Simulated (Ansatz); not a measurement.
Computed with DFT PBEsol, scalar-relativistic, plane waves, PAW in Ansatz 0.2.0.

Structure of TePt:

```xyz
4
Lattice="4.2231 0.0000 0.0000 -2.1116 3.6574 0.0000 0.0000 0.0000 5.5416" Properties=species:S:1:pos:R:3 pbc="T T T"
Te    0.0000    2.4382    1.3854
Te    2.1116    1.2191    4.1562
Pt    0.0000    0.0000    0.0000
Pt    0.0000    0.0000    2.7708
```

Plane waves to 420 eV, a k mesh through Γ of 12×12×8 on the computed 4-atom cell and Gaussian smearing (0.10 eV); no spin polarisation.

Levels along Γ–M–K–Γ–A–L–H–A | L–M | H–K, in eV from the Fermi level, sorted by energy at each point. Points in fractions of the primitive reciprocal vectors: Γ (0.000 0.000 0.000), M (0.500 0.000 0.000), K (0.333 0.333 0.000), A (0.000 0.000 0.500), L (0.500 0.000 0.500), H (0.333 0.333 0.500).
```
point k (1/Å, with 2π) band 31  band 32  band 33  band 34  band 35  band 36  band 37
    Γ             0.000    -1.65    -1.65     0.23     0.64     1.59     1.65     2.21
    -             0.123    -1.89    -1.67     0.35     0.59     1.31     2.00     2.10
    -             0.245    -1.89    -1.76     0.39     0.67     0.75     1.95     2.76
    -             0.368    -1.98    -1.89     0.02     0.13     0.99     1.94     3.06
    -             0.491    -2.01    -1.89    -0.61    -0.49     1.23     2.08     3.11
    -             0.614    -2.04    -1.89    -1.40    -1.05     1.34     2.29     3.17
    -             0.736    -2.19    -2.04    -1.88    -1.45     1.39     2.47     3.30
    M             0.859    -2.56    -2.06    -1.88    -1.59     1.40     2.54     3.45
    -             0.930    -2.57    -2.06    -1.88    -1.54     1.32     2.20     3.66
    -             1.001    -2.58    -2.05    -1.89    -1.39     1.09     1.64     3.28
    -             1.071    -2.40    -2.04    -1.90    -1.18     0.72     1.08     2.99
    -             1.142    -2.12    -2.03    -1.92    -0.95     0.25     0.56     2.83
    -             1.213    -2.01    -1.95    -1.80    -0.73    -0.24     0.12     2.74
    -             1.284    -2.00    -1.96    -1.46    -0.71    -0.55    -0.22     2.70
    K             1.355    -1.98    -1.98    -1.11    -1.11    -0.42    -0.42     2.68
    -             1.497    -2.01    -1.95    -1.55    -0.39    -0.38    -0.21     2.73
    -             1.638    -2.02    -1.93    -1.31    -0.04     0.01     0.28     2.90
    -             1.780    -2.01    -1.91    -0.69     0.29     0.34     0.77     3.25
    -             1.922    -1.99    -1.90    -0.07     0.54     0.84     0.93     3.71
    -             2.063    -1.89    -1.78     0.35     0.72     0.82     1.43     3.19
    -             2.205    -1.89    -1.67     0.39     0.58     1.26     1.89     2.27
    Γ             2.347    -1.65    -1.65     0.23     0.64     1.59     1.65     2.21
    -             2.428    -1.41    -1.41    -0.02     0.41     1.82     1.85     2.19
    -             2.509    -1.03    -1.03    -0.53    -0.08     2.11     2.11     2.23
    -             2.590    -1.11    -0.64    -0.62    -0.62     1.99     1.99     2.65
    -             2.671    -1.69    -1.22    -0.20    -0.20     1.82     1.82     3.08
    -             2.752    -2.21    -1.78     0.22     0.22     1.60     1.60     3.50
    -             2.833    -2.56    -2.27     0.62     0.62     1.32     1.32     3.85
    A             2.914    -2.57    -2.57     0.99     0.99     0.99     0.99     3.99
    -             3.036    -2.44    -2.44     0.69     0.69     0.92     0.92     3.94
    -             3.159    -2.09    -2.09     0.04     0.04     0.71     0.71     3.65
    -             3.282    -1.75    -1.75    -0.56    -0.56     0.43     0.43     3.31
    -             3.405    -1.93    -1.93    -0.52    -0.52     0.13     0.13     3.02
    -             3.527    -2.40    -2.40    -0.16    -0.16    -0.09    -0.09     2.80
    -             3.650    -2.77    -2.77    -0.36    -0.36     0.28     0.28     2.65
    L             3.773    -2.94    -2.94    -0.44    -0.44     0.43     0.43     2.60
    -             3.844    -2.91    -2.91    -0.63    -0.63     0.67     0.67     2.63
    -             3.914    -2.84    -2.84    -0.96    -0.96     1.11     1.11     2.73
    -             3.985    -2.74    -2.74    -1.26    -1.26     1.58     1.58     2.90
    -             4.056    -2.62    -2.62    -1.52    -1.52     1.98     1.98     3.18
    -             4.127    -2.48    -2.48    -1.72    -1.72     2.25     2.25     3.56
    -             4.198    -2.36    -2.36    -1.88    -1.88     2.42     2.42     3.92
    H             4.269    -2.30    -2.30    -1.94    -1.94     2.47     2.47     4.09
    -             4.410    -2.46    -2.46    -1.76    -1.76     2.20     2.20     3.84
    -             4.552    -2.52    -2.52    -1.51    -1.51     1.54     1.54     3.69
    -             4.694    -2.03    -2.03    -1.35    -1.35     0.89     0.89     3.60
    -             4.835    -1.56    -1.56    -1.13    -1.13     0.57     0.57     3.57
    -             4.977    -1.96    -1.96    -0.23    -0.23     0.68     0.68     3.68
    -             5.119    -2.40    -2.40     0.61     0.61     0.89     0.89     3.92
    A             5.261    -2.57    -2.57     0.99     0.99     0.99     0.99     3.99
    L             5.261    -2.94    -2.94    -0.44    -0.44     0.43     0.43     2.60
    -             5.341    -2.88    -2.79    -0.81    -0.03     0.04     0.81     2.14
    -             5.422    -2.78    -2.61    -1.15    -0.35     0.43     1.18     1.74
    -             5.503    -2.61    -2.42    -1.42    -0.73     0.91     1.45     1.56
    -             5.584    -2.53    -2.25    -1.64    -1.07     1.34     1.41     1.96
    -             5.665    -2.52    -2.14    -1.78    -1.35     1.34     1.91     2.45
    -             5.746    -2.55    -2.08    -1.86    -1.53     1.38     2.34     3.02
    M             5.827    -2.56    -2.06    -1.88    -1.59     1.40     2.54     3.45
    H             5.827    -2.30    -2.30    -1.94    -1.94     2.47     2.47     4.09
    -             5.908    -2.30    -2.30    -1.92    -1.92     2.27     2.27     3.83
    -             5.989    -2.29    -2.29    -1.84    -1.84     1.80     1.80     3.53
    -             6.070    -2.25    -2.25    -1.74    -1.74     1.25     1.25     3.23
    -             6.151    -2.17    -2.17    -1.60    -1.60     0.70     0.70     2.97
    -             6.232    -2.08    -2.08    -1.44    -1.44     0.20     0.20     2.80
    -             6.313    -2.00    -2.00    -1.24    -1.24    -0.22    -0.22     2.71
    K             6.394    -1.98    -1.98    -1.11    -1.11    -0.42    -0.42     2.68
```

Spin-orbit coupling is left out, which matters for the bands of heavy elements.

Cost: 1 run of about 1.3 core-minutes, on Arm Neoverse V2 (shared hosts).